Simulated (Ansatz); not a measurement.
Runs of Ansatz 0.2.0 on CuO. The structure is hexagonal, space group P6_3mc (No. 186). Conventional cell: a = 3.288 Å, b = 3.288 Å, c = 5.385 Å, α = 90.00°, β = 90.00°, γ = 120.00°. Cu (site symmetry 3m) is surrounded by 4 O at 2.01 to 2.02 Å. O (site symmetry 3m) has 4 Cu at 2.01 to 2.02 Å as nearest neighbours. Measurements of this composition are mostly on another form, of space group No. 15.

| level | U | hubbard projectors | double counting | gap on the mesh (eV) | pressure (GPa) | largest force (eV/Å) |
| --- | --- | --- | --- | --- | --- | --- |
| PBE+U | Cu d U = 5 eV | ortho-atomic (the default) | fll (the default) | none | -6.4 | 0.07 |
| PBE+U | Cu d U = 1 eV | ortho-atomic (the default) | fll (the default) | none | -8.7 | 0.07 |
| PBE+U | Cu d U = 4 eV | ortho-atomic (the default) | fll (the default) | none | (a) | 0.07 |
| PBE | - | - | - | none | -9.1 | 0.07 |
| PBE+U | Cu d U = 3 eV | ortho-atomic (the default) | fll (the default) | none | -7.7 | 0.07 |
| PBE+U | Cu d U = 6 eV | ortho-atomic (the default) | fll (the default) | none | -5.6 | 0.07 |
| PBE+U | Cu d U = 2 eV | ortho-atomic (the default) | fll (the default) | none | (b) | 0.07 |
| PBE+U | Cu d U = 8 eV | ortho-atomic (the default) | fll (the default) | none | -4.0 | 0.07 |

Alike in all rows: task band structure; potentials or basis Ansatz PAW; no spin polarisation; cell as given; k mesh 9 × 9 × 5; cutoff (eV) 420; smearing fermi-dirac 0.05 eV.

Q: Estimate the missing entries.

A: (a) -7.1; (b) -8.2.

Caveats: the run has no spin polarisation, though such a crystal can be magnetic; U without spin polarisation on a metal has little footing (some runs); semilocal functionals often make such compounds metallic where correlation or magnetic order opens a gap, which also shifts bond lengths (some runs).

A gap of «none» marks a metal or a gap under the smearing width.
